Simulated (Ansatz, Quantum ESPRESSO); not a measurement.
# RbBr (Fm-3m): Raman and infrared activity, part 3 of 3

Which lines does RbBr (Fm-3m) show in Raman and infrared spectra?

Quantum ESPRESSO 8.0 development, patched; DFT LDA, scalar-relativistic, plane waves, PseudoDojo norm-conserving pseudopotentials.

So far. Step 5 (Linear response at Γ): The acoustic modes at Γ come out as far as 0.3 cm⁻¹ from zero, where they should vanish, a small numerical error; the Born charges miss their sum rule by 5.8e-4 e, which is good. Step 6 (Zone-centre analysis): The rule moves no optical mode by more than 0.1 cm⁻¹. The relaxed cell has a = 6.667 Å (conventional setting).

The database entry behind the starting cell differs from later determinations by our own check (about 0.5 % short), so it need not match the best structure at ambient conditions.

## (8) Sum rules set otherwise: a sum rule for molecules or wires on a crystal

This rule also removes rotations, which suits molecules and not a crystal; it is tried to see the harm.

Input file dynmat.in:

```
&input
   fildyn = 'g.dyn'
   asr = 'zero-dim'
   fileig = 'dynmat.eig'
   lperm = .true.
/
```

The run is started by

```
$ dynmat.x -in dynmat.in > dynmat.out
```

Log:

```text
[banner, memory and clock lines left out]
Program DYNMAT v.8.0dev

     Reading Dynamical Matrix from file g.dyn
     ...Force constants read
     ...epsilon and Z* read
     ...Raman cross sections read
     Warning: this looks like a crystal, not a molecule in a box: use asr = 'crystal'
     Acoustic Sum Rule: || Z*(ASR) - Z*(orig)|| =    7.068969E-04
     Acoustic Sum Rule: ||dyn(ASR) - dyn(orig)||=    8.757254E-02
     Message from routine dynmat:
     WARNING: the charges keep any dipole. Ignore the strengths of the modes set to zero; with q typed a rigid rotation may get a frequency
     A direction for q was not specified:TO-LO splitting will be absent

     Polarizability (A^3 units)
     multiply by 0.634000 for Clausius-Mossotti correction (not under assume_isolated = 'mt')
        10.209581   -0.000000    0.000000
        -0.000000   10.209581   -0.000000
         0.000000    0.000000   10.209581

     IR activities are in (D/A)^2/amu units

# mode   [cm-1]    [THz]      IR
    1     -0.00   -0.0000    0.2776
    2     -0.00   -0.0000    0.1952
    3     -0.00   -0.0000    0.0170
    4      0.00    0.0000    0.4214
    5      0.00    0.0000    0.5459
    6     99.53    2.9838    0.7286

Electronic dielectric permittivity tensor (relative, adimensional)
         2.731859   -0.000000    0.000000
        -0.000000    2.731859   -0.000000
         0.000000    0.000000    2.731859

 ... with zone-center polar mode contributions
         3.437695   -0.705837   -0.705837
        -0.705837    3.437695    0.705837
        -0.705837    0.705837    3.437695
```

It took 0.64 s on 1 thread of Intel Xeon Platinum 8488C (Sapphire Rapids), shared host.

The run ended normally, but on settings that are not sound.

The fault: a sum rule for molecules or wires on a crystal; 2 optical modes are projected out to zero frequency, as if they were rotations, and the static dielectric tensor is spoilt.

For a crystal the rule has to be 'simple' or 'crystal'.

Zone-centre frequencies as printed; negative means imaginary. Modes:

```csv
mode,frequency (cm⁻¹)
1,0
2,0
3,0
4,0
5,0
6,99.53
```

## (9) Modes along a direction of q (1 0 0)

A longitudinal polar mode sets up a macroscopic field that stiffens it; the term hangs on the direction from which q goes to zero.

Input file dynmat.in:

```
&input
   fildyn = 'g.dyn'
   asr = 'simple'
   fileig = 'dynmat.eig'
   q(1) = 1.0
   q(2) = 0.0
   q(3) = 0.0
/
```

The run is started by

```
$ dynmat.x -in dynmat.in > dynmat.out
```

Log:

```text
[banner, memory and clock lines left out]
Program DYNMAT v.8.0dev

     Reading Dynamical Matrix from file g.dyn
     ...Force constants read
     ...epsilon and Z* read
     ...Raman cross sections read

     Polarizability (A^3 units)
     multiply by 0.634000 for Clausius-Mossotti correction (not under assume_isolated = 'mt')
        10.209581   -0.000000    0.000000
        -0.000000   10.209581   -0.000000
         0.000000    0.000000   10.209581

     IR activities are in (D/A)^2/amu units

# mode   [cm-1]    [THz]      IR
    1     -0.00   -0.0000    0.0000
    2      0.00    0.0000    0.0000
    3      0.00    0.0000    0.0000
    4     99.53    2.9838    0.7286
    5     99.53    2.9838    0.7286
    6    132.61    3.9754    0.7286
```

Elapsed: 0.64 s, on 1 thread.

Read from the output:

* highest mode moved by the LO-TO term: 132.6 cm⁻¹

Zone-centre frequencies as printed; negative means imaginary. Modes:

```csv
mode,frequency (cm⁻¹)
1,0
2,0
3,0
4,99.53
5,99.53
6,132.6
```

The field moves one mode, from 100 to 133 cm⁻¹; the others stay.

## (10) A second program

A second program on the same cell, potentials, cutoff and meshes tests the implementation of the phonon response, not its convergence. Its field response is summed in its own way. Its k mesh is centred on Γ.

This step: DFT LDA, scalar-relativistic, plane waves, PseudoDojo norm-conserving pseudopotentials (Ansatz 0.2.0).

Input file input.yaml:

```yaml
crystal:
  lattice:
    - [-3.333433423, 0.0, 3.333433423]
    - [0.0, 3.333433423, 3.333433423]
    - [-3.333433423, 3.333433423, 0.0]
  atoms:
    - { symbol: Rb, position: [0.0, 0.0, 0.0] }
    - { symbol: Br, position: [0.5, 0.5, 0.5] }
kpoints:
  mp_grid: { grid: [6, 6, 6] }
hamiltonian:
  xc: lda
  pseudopotentials: { kind: nc, accuracy: standard }
scf:
  occupations: { method: fixed }
output:
  eigenvalues: true
basis:
  ecutwfc: 598.65
phonons:
  method: dfpt
  dielectric: true
  rigid_motions: translations
  raman: true
```

The run is started by

```
$ ansatz run input.yaml --threads 2 --pin off --max-ram 4096MiB --backend cpu --events-out ev --progress --plain --runs-dir out
```

Log:

```text
Warning: basis.ecutwfc = 598.65 eV is below the records' recommended 598.650497 eV, and the density's cutoff is lower with it unless basis.ecutrho_ratio is high enough to keep the records' density cutoff: compare with a run at a higher cutoff
Engine: ansatz 0.2.0, x86_64-unknown-linux-gnu
Pseudopotentials: kind: nc
Pseudopotential: Rb, nc, valence charge 9, recommended cutoff 571.439111 eV (normal), Rb.nc.azcp (PseudoDojo's, or run here from an input of PseudoDojo's; its table is named by hamiltonian.pseudopotentials.accuracy)
Pseudopotential: Br, nc, valence charge 7, recommended cutoff 598.650497 eV (normal), Br.nc.azcp (PseudoDojo's, or run here from an input of PseudoDojo's; its table is named by hamiltonian.pseudopotentials.accuracy)
Functional definition: SPW92
  exchange = slater_x
  correlation = pw_c
Crystal: 2 atoms, lattice volume = 74.081 Å³
Basis set: ecut = 598.65 eV, 2445 PW (Γ), exchange–correlation on 80×80×80 points (8 copies of the dense FFT grid, shifted against one another)
Bands: 12, of which v1, the nominal top of the filled ones, is band 8 counted from 1 (7 counted from 0)
Symmetry: 48 space group operations
k-points: 30 of 216 (irreducible under 8 space group operations, time reversal used)
Non-local potential: Rb, projectors of the file, l = 0: 2, l = 1: 2, l = 2: 2
Non-local potential: Br, projectors of the file, l = 0: 2, l = 1: 2, l = 2: 2
Initial density: superposition of atomic densities (chi_scale 0.1, normalization cell, long waves kept (reshape's long-wave potential 0.00 eV rms))
Initial wavefunctions: pseudopotential atomic-orbital guess
Functional: x = slater, c = lda
SCF iter   1: F=—  HF=-1171.225309 eV  |F-HF|=—  |Δ(HF+E_count)|=         —  Δρ=3.01e-2  dr2=1.30e0  ethr=3.10e-3  ⟨swp⟩=5.2  Hψ=2117  notcnv=0  defer=7
preconditioner: auto → none  [insulator: Δε(μ)=3.292 eV  Ē_g=13.272 eV  n_scr=14 (ndim 8)  ℏωp=16.1 eV  f_vac=0.000  ε∞_Penn≈2.5]
SCF iter   2: F=—  HF=-1170.654428 eV  |F-HF|=—  |Δ(HF+E_count)|=   5.71e-1  Δρ=6.86e-3  dr2=6.14e-2  ethr=3.10e-3  ⟨swp⟩=3.1  Hψ=1005  notcnv=0  defer=32
SCF iter   3: F=—  HF=-1170.640490 eV  |F-HF|=—  |Δ(HF+E_count)|=   1.39e-2  Δρ=2.94e-3  dr2=7.67e-3  ethr=3.84e-4  ⟨swp⟩=2.1  Hψ=529  notcnv=0  defer=59
SCF iter   4: F=—  HF=-1170.640304 eV  |F-HF|=—  |Δ(HF+E_count)|=   1.85e-4  Δρ=1.00e-3  dr2=1.34e-3  ethr=4.79e-5  ⟨swp⟩=2.0  Hψ=425  notcnv=0  defer=58
SCF iter   5: F=—  HF=-1170.640221 eV  |F-HF|=—  |Δ(HF+E_count)|=   8.35e-5  Δρ=1.52e-4  dr2=3.37e-5  ethr=8.40e-6  ⟨swp⟩=2.9  Hψ=622  notcnv=0  defer=59
SCF iter   6: F=—  HF=-1170.640227 eV  |F-HF|=—  |Δ(HF+E_count)|=   6.10e-6  Δρ=2.58e-5  dr2=6.30e-7  ethr=2.11e-7  ⟨swp⟩=2.2  Hψ=610  notcnv=0  defer=56
SCF iter   7: F=—  HF=-1170.640229 eV  |F-HF|=—  |Δ(HF+E_count)|=   1.93e-6  Δρ=3.14e-6  dr2=6.04e-9  ethr=3.94e-9  ⟨swp⟩=2.3  Hψ=577  notcnv=0  defer=20
SCF iter   8: F=-1170.640229 eV  HF=-1170.640229 eV  |F-HF|=7.50e-12  |Δ(HF+E_count)|=   1.65e-9  Δρ=2.16e-7  dr2=1.53e-11  ethr=1.00e-12  ⟨swp⟩=10.5  Hψ=3223  notcnv=0
SCF 1 converged in 8 iterations: F = -1170.640229 eV  dr2 = 1.53e-11
NSCF: frozen V_eff on 3 k-points
DFPT response loops at Γ: preconditioner auto → none (the input reference at scf.mixing.eps_inf says where Resta's filter doesn't serve); β = 0.50; Broyden in place of MSR1
── the response to a field inside a basis, on 6×6×6 k-points: an SCF that follows is theirs, and a resumed run solves both again ──
Bands: 9, of which v1, the nominal top of the filled ones, is band 8 counted from 1 (7 counted from 0)
k-points: 28 of 216 (irreducible under 12 space group operations)
Initial density: handed on by an earlier stage of this run
Initial wavefunctions: pseudopotential atomic-orbital guess (no wavefunctions were taken with the density)
Eigensolver: Dense (28 Hₖ)
SCF iter   1: F=—  HF=-1170.639623 eV  |F-HF|=—  |Δ(HF+E_count)|=         —  Δρ=5.06e-5  dr2=3.05e-7  ethr=1.00e-1
preconditioner: auto → none  [insulator: Δε(μ)=4.394 eV  Ē_g=11.675 eV  n_scr=14 (ndim 8)  ℏωp=16.1 eV  f_vac=0.042  ε∞_Penn≈2.9]
SCF iter   2: F=—  HF=-1170.639623 eV  |F-HF|=—  |Δ(HF+E_count)|=   3.68e-7  Δρ=2.45e-5  dr2=6.35e-8  ethr=1.91e-9
SCF iter   3: F=—  HF=-1170.639624 eV  |F-HF|=—  |Δ(HF+E_count)|=   1.34e-7  Δρ=4.33e-6  dr2=6.68e-9  ethr=3.97e-10
SCF iter   4: F=-1170.639624 eV  HF=-1170.639624 eV  |F-HF|=2.16e-11  |Δ(HF+E_count)|=   1.15e-9  Δρ=2.35e-7  dr2=1.72e-11  ethr=4.17e-11
SCF 1 converged in 4 iterations: F = -1170.639624 eV  dr2 = 1.72e-11
DFPT response loops at Γ: mixed as the last ones told, above
DFPT response loops at Γ: mixed as the last ones told, above
SCF converged after 8 iterations
Free energy (F): -1170.640229 eV
Harris-Foulkes:  -1170.640229 eV  (|F-HF|=7.50e-12)
Internal energy: -1170.640229 eV  (E = F + TS)
E sigma→0 (E₀):  -1170.640229 eV
Fermi energy:    1.572930 eV
--- Per-component energies (eV) ---
  E_band       = -100.739620
  E_kinetic    = 318.777023
  E_local      = -583.222422  (includes V_loc(G=0)·N_el)
  E_nonlocal   = 30.104277
  E_hartree    = 188.793669
  E_xc         = -333.130568
  E_vxc        = -243.985869  (∫ρ·V_xc dr)
  E_ewald      = -791.962207
  E_smearing   = -0.000000  (= −TS)
  E_closure    = -0.000000  (closes the sum)
  Σ components = -1170.640229   (vs F -1170.640229, Δ=0.00e0)
--- Band table (eV; the first three rows and the last of 30) ---
  k-point 0: bands = [... 4 lower, -6.7046, 1.5729, 1.5729, 1.5729, 5.7317, 8.6224, 8.6224, 8.6224]
  k-point 1: bands = [... 4 lower, -6.6876, 1.1881, 1.4490, 1.4490, 6.4575, 8.4753, 8.9822, 8.9822]
  k-point 2: bands = [... 4 lower, -6.6538, 0.6019, 1.2209, 1.2209, 7.7420, 8.7432, 9.9870, 9.9870]
  k-point 29: bands = [... 4 lower, -6.8113, 1.0617, 1.4066, 1.4066, 6.7762, 8.6894, 10.8059, 10.8186]
--- Phonons (Γ-DFPT): 2 representative perturbations + reference, on 30 of 216 k-points (Σ response iterations 7) ---
  k mesh reduced under 8 symmetry operations, with k and −k counted as one. Each operation leaves every solved perturbation unchanged. A smaller set is not considered because the run solves the response to a homogeneous field
  ASR residual: 3.201e-4 → 0.000e0 eV/Å²; symmetrization residual: 6.059e-6 eV/Å²
  ASR residual per site (eV/Å²): 3.54e-5 3.20e-4
  Γ frequencies (cm⁻¹): 0.00 0.00 0.00 99.52 99.52 99.52
  ε∞ (high-frequency dielectric tensor):
        2.731239     0.000000     0.000000
        0.000000     2.731239    -0.000000
        0.000000    -0.000000     2.731239
  ε⁰ (static dielectric tensor: ions relaxed, cell fixed):
        4.848271     0.000000     0.000000
        0.000000     4.848271     0.000000
        0.000000     0.000000     4.848271
  ε⁰ − ε∞ (ionic part):
        2.117032    -0.000000     0.000000
       -0.000000     2.117032     0.000000
        0.000000     0.000000     2.117032
  softest optical mode at Γ: 99.52 cm⁻¹; the repairs (sum rule, projections) moved no ω² at Γ by more than (1.10 cm⁻¹)²
  Born effective charges Z* (e; rows j = field, columns β = displacement):
    site 0:
         1.14179    0.00000    0.00000
        -0.00000    1.14179    0.00000
        -0.00000    0.00000    1.14179
    site 1:
        -1.14179   -0.00000   -0.00000
         0.00000   -1.14179   -0.00000
         0.00000   -0.00000   -1.14179
  Z* charge neutrality: 1.812e-4 e pre-enforcement
  solved inside a basis spanned on kpoints, on 6×6×6 k-points: ε∞ is read to err by 5.3e-3, Z* by 9.6e-3 e (field_mesh: kpoints solves on kpoints); Z* is corrected for what the basis lacks
  Raman tensors (in the event stream and the table raman_tensors.tsv): an entry may err by 3.2e-3 Å², one of the second-order susceptibility by 8.1e-21 pm/V (basis, points and sum rule); their sum over the sites missed zero by 7.976e-21 Å² ahead of its enforcement
  optical modes at Γ without the LO–TO term, one row a degenerate level:
      ω (cm⁻¹)  modes    IR ((D/Å)²/amu)  static Raman (Å⁴/amu)  depolarisation
         99.52      3             2.1850                 0.0000               —
  optical modes at Γ + LO–TO along q̂ = [1.0000, 0.0000, 0.0000]:
      ω (cm⁻¹)  modes    IR ((D/Å)²/amu)  static Raman (Å⁴/amu)  depolarisation
         99.52      2             1.4566                 0.0000               —
        132.60      1             0.7283                 0.0000               —
  optical modes at Γ + LO–TO along q̂ = [0.0000, 1.0000, 0.0000]:
      ω (cm⁻¹)  modes    IR ((D/Å)²/amu)  static Raman (Å⁴/amu)  depolarisation
         99.52      2             1.4566                 0.0000               —
        132.60      1             0.7283                 0.0000               —
  optical modes at Γ + LO–TO along q̂ = [0.0000, 0.0000, 1.0000]:
      ω (cm⁻¹)  modes    IR ((D/Å)²/amu)  static Raman (Å⁴/amu)  depolarisation
         99.52      2             1.4566                 0.0000               —
        132.60      1             0.7283                 0.0000               —
```

The job ended after 62 s (2 threads; peak memory 0.7 GiB).

Numbers from this step:

```yaml
sum_rule_residual_before_enforcement: 3.20e-4 eV/Å²
miss_of_the_charge_sum_rule: 1.81e-4 e
estimated_error_of_the_dielectric_tensor: 0.005268
estimated_error_of_the_born_charges: 0.009559 e
highest_optical_zone_centre_mode_no_lo_to_term: 99.52 cm⁻¹
lowest_optical_zone_centre_mode: 99.52 cm⁻¹
mean_high_frequency_dielectric_constant: 2.731
mean_static_dielectric_constant: 4.848
```

Transverse modes. Lines of the infrared spectrum (strongest = 100):

```csv
position (cm⁻¹),label,"IR intensity ((D/Å)²/amu), degenerate modes summed, relative"
100,T1u,100
```

## (11) Side by side: QE PseudoDojo and Ansatz, PseudoDojo

Numbers from this step:

```
root-mean-square difference : 0.01 cm⁻¹
largest difference          : 0.01 cm⁻¹
```

Frequencies side by side, by row:

```csv
q (reciprocal lattice),mode,QE PseudoDojo (cm⁻¹),"Ansatz, PseudoDojo (cm⁻¹)"
0 0 0,1,0,0
0 0 0,2,0,0
0 0 0,3,0,0
0 0 0,4,99.53,99.52
0 0 0,5,99.53,99.52
0 0 0,6,99.53,99.52
```

The two runs side by side. Further quantities:

```csv
quantity,QE PseudoDojo,"Ansatz, PseudoDojo"
mean ε∞,2.732,2.731
"largest Born charge in size (e; the first before, the second after the charge sum rule)",1.142,1.142
summed IR intensity ((D/Å)²/amu),2.186,2.185
```

At the zone centre the largest difference (acoustic modes at Γ apart) is 0.01 % of the highest mode.

## (12) Summary of results

```
space group after relaxation                                           : Fm-3m
volume per atom                                                        : 37.0 Å³
gap on the k-mesh                                                      : 4.16 eV
highest optical zone-centre mode (no LO-TO term)                       : 99.5 cm⁻¹
highest mode moved by the LO-TO term                                   : 132.6 cm⁻¹
mean high-frequency dielectric constant                                : 2.73
largest Born charge in size (third of the trace)                       : 1.14 e
mean static dielectric constant                                        : 4.85
imaginary optical modes at the zone centre (no q mesh in this session) : none
largest difference from Ansatz, PseudoDojo                             : 0.01 cm⁻¹
```

What this shows: No mode is Raman active in this structure; the strongest infrared line lies at 100 cm⁻¹. At the LDA level the optical modes of RbBr (Fm-3m) at the zone centre (no LO-TO term) lie at 100 cm⁻¹. Along the directions run, the highest mode that the macroscopic field moves lies at 133 cm⁻¹. Lattice motion raises the mean dielectric constant from 2.732 to 4.849. The Born charge of Br is -1.142 e against a formal charge of -1, somewhat above it. The Lyddane-Sachs-Teller relation holds: (ωLO/ωTO)² is 1.78 and ε₀/ε∞ is 1.78. QE PseudoDojo and Ansatz, PseudoDojo agree to 0.01 cm⁻¹ (0.01 % of the highest mode compared) on all solved modes but the acoustic ones at Γ, without the LO-TO term. These are harmonic frequencies at zero temperature: anharmonic shifts and linewidths and thermal expansion are left out. The build is a development version in which the Raman tensors of release 7.5 are mended; dynmat.x leaves out the electro-optic term of LO lines.

[Host names and launcher messages were left out of these logs when they were recorded.]

[Logs are printed without paths, hosts, clocks, repeated set-up lines and the standing remarks that a program may print on its own settings, such as how far it seeks lower states.]

[Hosts, paths, dates, database ids (printed as entryN), source tags and the programs' standing remarks are cut or masked in the printed files.]
